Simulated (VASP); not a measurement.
# GaAs (F-43m) in VASP: notebook, part 3 of 3

VASP 6.6.1. The steps go on from the part before.

### Step 5. Band structure, LDA, spin-orbit coupling, no magnetisation

File POSCAR:

```
GaAs
1.0
    0.0000000000      2.8268500000      2.8268500000
    2.8268500000      0.0000000000      2.8268500000
    2.8268500000      2.8268500000      0.0000000000
As Ga
1 1
Direct
    0.7500000000      0.7500000000      0.7500000000
    0.0000000000      0.0000000000      0.0000000000
```

File INCAR.step1:

```
SYSTEM = GaAs
  PREC = Accurate
  ENCUT = 520
  EDIFF = 1E-6
  ISMEAR = -1
  SIGMA = 0.05
  LREAL = .False.
  LASPH = .True.
  NELM = 60
  ALGO = Fast
  ISIF = 2
  LWAVE = .False.
  LCHARG = .True.
  MAGMOM = 0 0 0 0 0 0
  LORBIT = 11
  LSORBIT = .True.
  GGA_COMPAT = .False.
  GGA = CA
  NBANDS = 30
```

File KPOINTS.step1:

```
Automatic mesh
0
Gamma
  6 6 6
  0 0 0
```

File INCAR.step2:

```
SYSTEM = GaAs
  PREC = Accurate
  ENCUT = 520
  EDIFF = 1E-6
  ISMEAR = 0
  SIGMA = 0.05
  LREAL = .False.
  LASPH = .True.
  NELM = 60
  ALGO = Fast
  ISIF = 2
  LWAVE = .False.
  LCHARG = .False.
  MAGMOM = 0 0 0 0 0 0
  LORBIT = 11
  LSORBIT = .True.
  GGA_COMPAT = .False.
  GGA = CA
  NBANDS = 30
  ICHARG = 11
```

File KPOINTS.step2:

```
path GXWKGLUWLK,UX
20
line-mode
reciprocal
 0.0000000000  0.0000000000  0.0000000000  G
 0.5000000000  0.0000000000  0.5000000000  X

 0.5000000000  0.0000000000  0.5000000000  X
 0.5000000000  0.2500000000  0.7500000000  W

 0.5000000000  0.2500000000  0.7500000000  W
 0.3750000000  0.3750000000  0.7500000000  K

 0.3750000000  0.3750000000  0.7500000000  K
 0.0000000000  0.0000000000  0.0000000000  G

 0.0000000000  0.0000000000  0.0000000000  G
 0.5000000000  0.5000000000  0.5000000000  L

 0.5000000000  0.5000000000  0.5000000000  L
 0.6250000000  0.2500000000  0.6250000000  U

 0.6250000000  0.2500000000  0.6250000000  U
 0.5000000000  0.2500000000  0.7500000000  W

 0.5000000000  0.2500000000  0.7500000000  W
 0.5000000000  0.5000000000  0.5000000000  L

 0.5000000000  0.5000000000  0.5000000000  L
 0.3750000000  0.3750000000  0.7500000000  K

 0.6250000000  0.2500000000  0.6250000000  U
 0.5000000000  0.0000000000  0.5000000000  X
```

Potentials or basis: VASP PAW LDA potentials, release 64 (As, Ga_d).

Run with:

```
> cat potpaw_LDA.64/As/POTCAR potpaw_LDA.64/Ga_d/POTCAR > POTCAR
> cp INCAR.step1 INCAR
> cp KPOINTS.step1 KPOINTS
> mpirun -np 1 vasp_ncl > vasp.out
> cp INCAR.step2 INCAR
> cp KPOINTS.step2 KPOINTS
> mpirun -np 1 vasp_ncl > vasp.out
```

OUTCAR:

```text
SYSTEM = GaAs
   PREC = Accurate
   ENCUT = 520
   EDIFF = 1E-6
   ISMEAR = 0
   LREAL = .False.
   LASPH = .True.
   NELM = 60
   ISIF = 2
   LORBIT = 11
   LSORBIT = .True.
   GGA = CA
   ICHARG = 11

 ion  position               nearest neighbor table
   1  0.750  0.750  0.750-   2 2.45   2 2.45   2 2.45   2 2.45
   2  0.000  0.000  0.000-   1 2.45   1 2.45   1 2.45   1 2.45

  LATTYP: Found a face centered cubic cell.
 ALAT       =     5.6537000000

  Lattice vectors:

 A1 = (   0.0000000000,   2.8268500000,   2.8268500000)
 A2 = (   2.8268500000,   0.0000000000,   2.8268500000)
 A3 = (   2.8268500000,   2.8268500000,   0.0000000000)

Analysis of symmetry for initial positions (statically):
=====================================================================
 Subroutine PRICEL returns:
 Original cell was already a primitive cell.

 Routine SETGRP: Setting up the symmetry group for a
 face centered cubic supercell.

 Subroutine GETGRP returns: Found 24 space group operations
 (whereof 24 operations were pure point group operations)
 out of a pool of 48 trial point group operations.

The static configuration has the point symmetry T_d .

Analysis of symmetry for dynamics (positions and initial velocities):
=====================================================================
 Subroutine PRICEL returns:
 Original cell was already a primitive cell.

 Routine SETGRP: Setting up the symmetry group for a
 face centered cubic supercell.

 Subroutine GETGRP returns: Found 24 space group operations
 (whereof 24 operations were pure point group operations)
 out of a pool of 48 trial point group operations.

The dynamic configuration has the point symmetry T_d .

Analysis of structural, dynamic, and magnetic symmetry:
=====================================================================
 Subroutine PRICEL returns:
 Original cell was already a primitive cell.

 Routine SETGRP: Setting up the symmetry group for a
 face centered cubic supercell.

 Subroutine GETGRP returns: Found 24 space group operations
 (whereof 24 operations were pure point group operations)
 out of a pool of 48 trial point group operations.

The overall configuration has the point symmetry T_d .

 Subroutine INISYM returns: Found 24 space group operations
 (whereof 24 operations are pure point group operations),
 and found     1 'primitive' translations

----------------------------------------------------------------------------------------

                                     Primitive cell

  volume of cell :      45.1792

  direct lattice vectors                    reciprocal lattice vectors
     0.000000000  2.826850000  2.826850000    -0.176875321  0.176875321  0.176875321
     2.826850000  0.000000000  2.826850000     0.176875321 -0.176875321  0.176875321
     2.826850000  2.826850000  0.000000000     0.176875321  0.176875321 -0.176875321

  length of vectors
     3.997769609  3.997769609  3.997769609     0.306357042  0.306357042  0.306357042

[... 117 lines left out ...]
  ---------------------------------------------------
  free energy    TOTEN  =        -9.82316281 eV

  energy without entropy =       -9.82315192  energy(sigma->0) =       -9.82315736

 E-fermi :   4.0349     XC(G=0):  -9.9095

 val. band max:        3.9221980558   @ k =   0.0000   0.0000   0.0000
 cond. band min:       4.1396279257   @ k =   0.0000   0.0000   0.0000
 fundamental gap:      0.2174298699
 Fermi energy:         4.0348851415

 k-point     1 :       0.0000    0.0000    0.0000
  band No.  band energies     occupation
      1     -11.3759      1.00000
      2     -11.3759      1.00000
      3     -11.3759      1.00000
      4     -11.3759      1.00000
      5     -10.9502      1.00000
      6     -10.9502      1.00000
[... 781 lines left out ...]
     29      16.4090      0.00000
     30      16.5090      0.00000

 [... further k-points ...]

------------------------ aborting loop because EDIFF is reached ----------------------------------------

  FORCE on cell =-STRESS in cart. coord.  units (eV):
  Direction    XX          YY          ZZ          XY          YZ          ZX
  --------------------------------------------------------------------------------------
  -------------------------------------------------------------------------------------
  Total       -1.2296565     -1.2296565     -1.2296565      0.0000000      0.0000000      0.0000000
  in kB      -43.6069909    -43.6069909    -43.6069909      0.0000000      0.0000000      0.0000000
  external PRESSURE =     -43.6069909 kB  Pullay stress =       0.0000000 kB

 VOLUME and BASIS-vectors are now :
 -----------------------------------------------------------------------------
  energy-cutoff  :      520.00
  volume of cell :       45.18
      direct lattice vectors                 reciprocal lattice vectors
     0.000000000  2.826850000  2.826850000    -0.176875321  0.176875321  0.176875321
     2.826850000  0.000000000  2.826850000     0.176875321 -0.176875321  0.176875321
     2.826850000  2.826850000  0.000000000     0.176875321  0.176875321 -0.176875321

 POSITION                                       TOTAL-FORCE (eV/Angst)
 -----------------------------------------------------------------------------------
      4.24027      4.24027      4.24027        -0.000000     -0.000000     -0.000000
      0.00000      0.00000      0.00000         0.000000      0.000000      0.000000
 -----------------------------------------------------------------------------------
    total drift:                                0.000000      0.000000      0.000000

  FREE ENERGIE OF THE ION-ELECTRON SYSTEM (eV)
  ---------------------------------------------------
  free  energy   TOTEN  =        -9.8231628092 eV

  energy  without entropy=       -9.8231519192  energy(sigma->0) =       -9.82315736

 Spin-Orbit-Coupling matrix elements

 Ion:    1  E_soc:     -0.0258542
 l=   1
     0.0000000    -0.0043009    -0.0043009
    -0.0043009     0.0000000    -0.0043009
    -0.0043009    -0.0043009     0.0000000
 l=   2
     0.0000000    -0.0000046     0.0000000    -0.0000046    -0.0000035
    -0.0000046     0.0000000    -0.0000026    -0.0000046    -0.0000009
     0.0000000    -0.0000026     0.0000000    -0.0000026     0.0000000
    -0.0000046    -0.0000046    -0.0000026     0.0000000    -0.0000009
    -0.0000035    -0.0000009     0.0000000    -0.0000009     0.0000000
 l=   3
     0.0000000     0.0000000     0.0000000     0.0000000     0.0000000     0.0000000     0.0000000
     0.0000000     0.0000000     0.0000000     0.0000000     0.0000000     0.0000000     0.0000000
     0.0000000     0.0000000     0.0000000     0.0000000     0.0000000     0.0000000     0.0000000
     0.0000000     0.0000000     0.0000000     0.0000000     0.0000000     0.0000000     0.0000000
     0.0000000     0.0000000     0.0000000     0.0000000     0.0000000     0.0000000     0.0000000
     0.0000000     0.0000000     0.0000000     0.0000000     0.0000000     0.0000000     0.0000000
     0.0000000     0.0000000     0.0000000     0.0000000     0.0000000     0.0000000     0.0000000

 Ion:    2  E_soc:     -0.0121802
 l=   1
     0.0000000    -0.0011839    -0.0011839
    -0.0011839     0.0000000    -0.0011839
    -0.0011839    -0.0011839     0.0000000
 l=   2
     0.0000000    -0.0001669     0.0000000    -0.0001669    -0.0006792
    -0.0001669     0.0000000    -0.0005094    -0.0001669    -0.0001698
     0.0000000    -0.0005094     0.0000000    -0.0005094     0.0000000
    -0.0001669    -0.0001669    -0.0005094     0.0000000    -0.0001698
    -0.0006792    -0.0001698     0.0000000    -0.0001698     0.0000000
 l=   3
     0.0000000     0.0000000     0.0000000     0.0000000     0.0000000     0.0000000     0.0000000
     0.0000000     0.0000000     0.0000000     0.0000000     0.0000000     0.0000000     0.0000000
     0.0000000     0.0000000     0.0000000     0.0000000     0.0000000     0.0000000     0.0000000
     0.0000000     0.0000000     0.0000000     0.0000000     0.0000000     0.0000000     0.0000000
     0.0000000     0.0000000     0.0000000     0.0000000     0.0000000     0.0000000     0.0000000
     0.0000000     0.0000000     0.0000000     0.0000000     0.0000000     0.0000000     0.0000000
     0.0000000     0.0000000     0.0000000     0.0000000     0.0000000     0.0000000     0.0000000

 total charge

# of ion       s       p       d       tot
------------------------------------------
    1        1.206   1.624   0.028   2.858
    2        0.878   0.804   9.994  11.676
--------------------------------------------------
tot          2.084   2.429  10.022  14.534

 magnetization (x)

# of ion       s       p       d       tot
------------------------------------------
    1        0.000   0.000  -0.000   0.000
    2        0.000   0.000   0.000   0.000
--------------------------------------------------
tot          0.000   0.000  -0.000   0.000

 magnetization (y)

# of ion       s       p       d       tot
------------------------------------------
    1        0.000   0.000  -0.000   0.000
    2       -0.000   0.000   0.000  -0.000
--------------------------------------------------
tot         -0.000   0.000  -0.000  -0.000

 magnetization (z)

# of ion       s       p       d       tot
------------------------------------------
    1        0.000   0.000   0.000   0.000
    2        0.000   0.000   0.000   0.000
--------------------------------------------------
tot          0.000   0.000   0.000   0.000
```

It took 7.7 min on 1 thread of Intel Xeon Platinum 8488C (Sapphire Rapids), shared host; peak memory 0.49 GiB.

Caveat: the log is that of the step along the path at fixed density, whose energy, stress, charges and moments have no meaning.

### Step 6. Summary

| level | potentials or basis | spin | k mesh | gap on the mesh (eV) | pressure (GPa) |
| --- | --- | --- | --- | --- | --- |
| PBE | VASP PAW PBE potentials, release 64 (As, Ga_d) | off | 8 × 8 × 8 | 0.52 | 3.5 |
| PBE | VASP PAW PBE potentials, release 64 (As, Ga_d) | SOC, no magnetisation | 6 × 6 × 6 | - | 3.4 |
| LDA | VASP PAW LDA potentials, release 64 (As, Ga_d) | off | 8 × 8 × 8 | 0.33 | -1.6 |
| LDA | VASP PAW LDA potentials, release 64 (As, Ga_d) | SOC, no magnetisation | 6 × 6 × 6 | - | - |

Alike in all rows: task band structure; cell as given; cutoff (eV) 520; smearing fermi-dirac 0.05 eV.

Absolute energies hang on the potentials; compare differences alone.

### Step 7. How close it comes

Step 2. A measured gap of GaAs is 1.418 eV (direct; 300 K; “Evidence of valence band perturbations in GaAsN/GaAs(001): A combined variable-angle spectroscopic ellipsometry and modulated photoreflectance investigation”, 2008, arxiv:0805.2212); the calculated 0.52 eV misses it by -0.90 eV. 3 values of this kind are on record (1.412 to 1.51 eV); this one was drawn at random among those near their median, those with a stated uncertainty first. Spin-orbit coupling on As, Ga is left out. The value is that of PBE, without temperature or zero-point motion. Semilocal functionals fall short of measured gaps as a rule.

Step 4. Against the measured gap of GaAs, 1.418 eV (direct; 300 K; “Evidence of valence band perturbations in GaAsN/GaAs(001): A combined variable-angle spectroscopic ellipsometry and modulated photoreflectance investigation”, 2008, arxiv:0805.2212), the calculated 0.33 eV is off by -1.09 eV. So large a miss can be the level of theory's own, or it may mean another phase, state or a wrong row. 3 values of this kind are on record (1.412 to 1.51 eV); this one was drawn at random among those near their median, those with a stated uncertainty first. Spin-orbit coupling on As, Ga is left out. The value is that of LDA, without temperature or zero-point motion. Semilocal functionals fall short of measured gaps as a rule.
